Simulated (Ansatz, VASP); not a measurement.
# Cross-check of Si23BHO48 (B-H pair in alpha-quartz) between VASP and Ansatz, part 2 of 2

One calculation is typed for both programs; each brings its own data sets. How far apart do they land? The cell is taken from a series of runs on this material, whose earlier steps may have relaxed, scaled, displaced or heated it; both programs get it as it stands.

VASP 6.6.1 and Ansatz 0.2.0.

So far: The structure; Ansatz: single point, HSE06.

## Step 3: VASP: single point, HSE06

Level of this step: HSE06; plane waves and PAW (Si, O, B, H) (VASP).

The same cell, functional, mesh and smearing now go to VASP, with its own data sets.

Lines of VASP's logs that name or quote its potential files are left out, and so is its time.

The run reads the wave functions of an earlier VASP run, which isn't shown here.

Contents of INCAR:

```
SYSTEM = Si23BHO48
PREC = Accurate
ENCUT = 520
EDIFF = 1E-06
NELM = 100
ISMEAR = -1
SIGMA = 0.01
LREAL = Auto
ALGO = Normal
LHFCALC = .TRUE.
AEXX = 0.25
GGA = PE
HFSCREEN = 0.208
LASPH = .TRUE.
NBANDS = 243
PRECFOCK = Fast
LORBIT = 11
LWAVE = .FALSE.
LCHARG = .FALSE.
ISIF = 2
```

Contents of POSCAR:

```
Si23BHO48
1.0
   10.0366768470      0.0000000000      0.0000000000
   -5.0183384235      8.6920171190      0.0000000000
    0.0000000000      0.0000000000     11.0179479838
Si O B H
23 48 1 1
Direct
    0.2337328195      0.9865251684      0.3297938944
    0.0017008148      0.2474781953      0.1690312020
    0.2587951523      0.2618617659      0.9990803020
    0.2420263583      0.0026837999      0.8349415575
    0.0098181536      0.2560957926      0.6687038234
    0.2461855142      0.4964374015      0.3429331929
    0.9935947834      0.7261211858      0.1589717682
    0.2653459614      0.7658832644      0.9998303501
    0.2567835534      0.5109178036      0.8305023553
    0.0042446679      0.7398146139      0.6700191497
    0.2632490784      0.7595449254      0.5033212326
    0.7475470286      0.9998785386      0.3352887999
    0.4955562089      0.2377456120      0.1677634348
    0.7592405033      0.2621124031      0.0027471791
    0.7554358592      0.0087386395      0.8334553631
    0.4888587185      0.2465160306      0.6624806458
    0.7541155699      0.2571429387      0.5018961044
    0.7415984160      0.4939999005      0.3292845454
    0.4985892571      0.7387659613      0.1727461367
    0.7556913739      0.7580685876      0.9991101131
    0.7377124106      0.4996712655      0.8318822059
    0.5132883151      0.7493302716      0.6635639507
    0.7712421167      0.7610437828      0.4959955803
    0.1790219504      0.0990900317      0.3907574500
    0.3726355762      0.0826112185      0.2363812352
    0.4105956548      0.2901458414      0.0706434219
    0.1202915850      0.2157431453      0.0937156975
    0.0912879101      0.3740715566      0.2732616451
    0.3004330376      0.4173439176      0.4436626008
    0.2065435862      0.1238555234      0.9025378211
    0.3721117800      0.0893916833      0.7325292524
    0.4002991154      0.3028587085      0.5724724300
    0.1386416832      0.2377425083      0.5948289314
    0.0972552294      0.3965661182      0.7631094355
    0.2984512204      0.4180382922      0.9283433813
    0.2122236058      0.6204106555      0.4081491904
    0.3804460666      0.5821923964      0.2423414224
    0.4090821107      0.7960130209      0.0840082484
    0.1121554391      0.6969468375      0.0816504869
    0.0854213245      0.8529027428      0.2615066530
    0.2911152414      0.9113668022      0.4320213053
    0.2356201707      0.6412530879      0.8966253966
    0.3953177433      0.5924641392      0.7332962905
    0.4212693323      0.7972454985      0.5699056249
    0.1294775344      0.7090709421      0.6039914363
    0.0860902427      0.8727889876      0.7711396506
    0.3002104437      0.9244022809      0.9347807153
    0.7115731924      0.1153449809      0.4107592655
    0.8764471694      0.0893276788      0.2330300066
    0.9142265945      0.3030769712      0.0765150720
    0.6182263464      0.2058926013      0.0975458656
    0.5810126457      0.3722712003      0.2672669048
    0.7959704406      0.4098695909      0.4253474726
    0.7194628868      0.1278905663      0.9042834138
    0.8994021480      0.0991027362      0.7419475728
    0.9037183529      0.2920566441      0.5802043326
    0.6075093384      0.2137628238      0.5870759717
    0.5829213072      0.3792830988      0.7620797267
    0.7858972952      0.4138436712      0.9316805628
    0.7218636453      0.6251501175      0.3980522399
    0.8699095212      0.5688003991      0.2239678171
    0.9073919584      0.7868080858      0.0708043635
    0.6158779867      0.7083551169      0.0937083581
    0.5910704676      0.8709468350      0.2728967950
    0.8152403137      0.9201001404      0.4260005635
    0.7062300936      0.6238160224      0.8993854340
    0.8758784696      0.5842663831      0.7347446213
    0.9239176445      0.7932077724      0.5685157079
    0.6323729344      0.7162449374      0.5896577003
    0.6046077392      0.8890913088      0.7579528286
    0.7964746009      0.9162686174      0.9318858235
    0.2772413678      0.3149397684      0.5342358509
    0.0964755485      0.0599372034      0.4104721479
```

Contents of KPOINTS:

```
Automatic mesh
0
Gamma
1 1 1
0 0 0
```

The projector-augmented-wave data sets are Si, O, B and H (PBE family, release 64).

Command:

```console
> export OMP_NUM_THREADS=3
> mpirun -np 1 vasp_gam
```

Numbers of over 12 decimals in the logs are rounded to 6 here.

What it wrote:

```text
[banner, memory and clock lines left out]
running    1 mpi-ranks, on    1 nodes
[...]
Offloading initialized ...    1 GPUs detected
[...]
LDA part: xc-table for (Slater+PW92), standard interpolation
 found WAVECAR, reading the header
 POSCAR, INCAR and KPOINTS ok, starting setup
[...]
reading WAVECAR
 the WAVECAR file was read successfully
 initial charge from wavefunction
 entering main loop
       N       E                     dE             d eps       ncg     rms          rms(c)
DAV:   1    -0.701187016276E+03   -0.70119E+03   -0.11333E+01   556   0.859E+00    0.156E+01
DAV:   2    -0.701271154019E+03   -0.84138E-01   -0.42126E-01   572   0.134E+00    0.113E+01
DAV:   3    -0.701233882295E+03    0.37272E-01   -0.40264E-02   572   0.398E-01    0.678E+00
DAV:   4    -0.701225903041E+03    0.79793E-02   -0.13092E-02   564   0.208E-01    0.387E+00
[...]
DAV:   9    -0.701222375748E+03    0.17209E-04   -0.14048E-05   564   0.105E-02    0.227E-01
DAV:  10    -0.701222373063E+03    0.26856E-05   -0.46856E-06   516   0.623E-03    0.129E-01
DAV:  11    -0.701222373686E+03   -0.62282E-06   -0.16249E-06   356   0.409E-03
   1 F= -.70122237E+03 E0= -.70122237E+03  d E =-.100862E-10
```

From OUTCAR (step 3):

```text
  Total        5.7210376     -0.0668619     -4.5712155      6.4550833     -0.2761887     -5.7193843
  in kB        9.5361738     -0.1114495     -7.6195803     10.7597258     -0.4603681     -9.5334179
  external PRESSURE =       0.6017147 kB  Pullay stress =       0.0000000 kB

 POSITION                                       TOTAL-FORCE (eV/Angst)
 -----------------------------------------------------------------------------------
     -2.60482      8.57489      3.63365         0.201394      0.132493     -0.068748
     -1.22486      2.15108      1.86238        -0.031070     -0.036374      0.014604
      1.28333      2.27611     11.00781        -0.007238      0.015778     -0.014635
      2.41567      0.02333      9.19934        -0.018971     -0.009489     -0.005667
     -1.18663      2.22599      7.36774        -0.018182     -0.043695     -0.028745
     -0.02041      4.31504      3.77842        -0.000192     -0.000782     -0.018924
      6.32847      6.31146      1.75154        -0.024131     -0.057945     -0.045637
     -1.18027      6.65707     11.01608         0.027800      0.008128     -0.013349
      0.01330      4.44091      9.15043        -0.006823      0.009296     -0.001354
     -3.67004      6.43048      7.38224        -0.042582     -0.005583     -0.021258
     -1.16951      6.60198      5.54557         0.031014     -0.036485      0.052805
      2.48516      8.69096      3.69419         0.112939     -0.060267      0.114198
      3.78065      2.06649      1.84841         0.026632      0.029333     -0.022446
      6.30488      2.27829      0.03027         0.013164      0.006270     -0.008322
[...]
-----------------------------------------------------------------------------------
    total drift:                               -0.004357     -0.009086     -0.009641

  FREE ENERGIE OF THE ION-ELECTRON SYSTEM (eV)
  ---------------------------------------------------
  free  energy   TOTEN  =      -701.2223736856 eV

  energy  without entropy=     -701.2223736856  energy(sigma->0) =     -701.22237369

[... 3 further parts left out ...]
[key lines of the parts left out:]
E-fermi :  -0.3952
```

The run ends at a pressure of 0.06 GPa, with forces up to 27 eV/Å.

## Step 4: Comparison

Known differences besides the potentials themselves: exact exchange at q = 0 is treated differently, which shows on coarse meshes; VASP keeps PBE cores, Ansatz makes them for the functional; the cutoff is 420 eV in Ansatz and 520 eV in VASP (PREC = Accurate, projectors in real space); VASP takes a coarser grid for exact exchange (PRECFOCK = Fast). Total energies have different zeros and are not compared.

Both answers:

```
              quantity  Ansatz   VASP  difference
gap on the k mesh (eV)   7.468  7.472      -0.004
```

Forces on 7 of the 73 atoms, those with the largest forces and the largest differences (eV/Å; atoms numbered as in POSCAR):

```
atom           Ansatz x, y, z             VASP x, y, z
 Si1     0.147, 0.088, -0.058     0.201, 0.132, -0.069
Si12     0.133, -0.061, 0.115     0.113, -0.060, 0.114
Si23    -0.009, 0.172, -0.071    -0.004, 0.171, -0.072
 O24   20.483, 10.406, -7.133   22.690, 11.502, -7.903
 O40      0.009, 0.113, 0.083      0.018, 0.117, 0.078
 O65   -0.111, -0.077, -0.020   -0.125, -0.086, -0.016
 H73  -20.474, -10.638, 7.093  -22.736, -11.755, 7.864
```

The forces differ by 250 meV/Å r.m.s., which is 9.8 % of the r.m.s. force of 2.552 eV/Å (both taken over all components). A gap on the mesh is an upper bound, since the band edges may lie between its points.

## Step 5: What came out

| Item | Value |
| --- | --- |
| r.m.s. force difference (single point, HSE06) | 9.8 % of the r.m.s. force |

The r.m.s. force difference is 9.8 % of the r.m.s. force (single point, HSE06), beyond the 3 % picked in this series as the mark of a large difference. What causes the difference of the single point, HSE06 pair stays open here. Such differences can come from data sets, numerical settings and the points named under the comparisons, not from the functional's error against experiment.

[Lines on the potential files, build, host, timing and source positions are cut from VASP's logs without a mark.]

[Logs are printed without paths, hosts, clocks, repeated set-up lines and the standing remarks that a program may print on its own settings, such as how far it seeks lower states.]

[Hosts, paths, dates, database ids (printed as entryN), source tags and the programs' standing remarks are cut or masked in the printed files.]
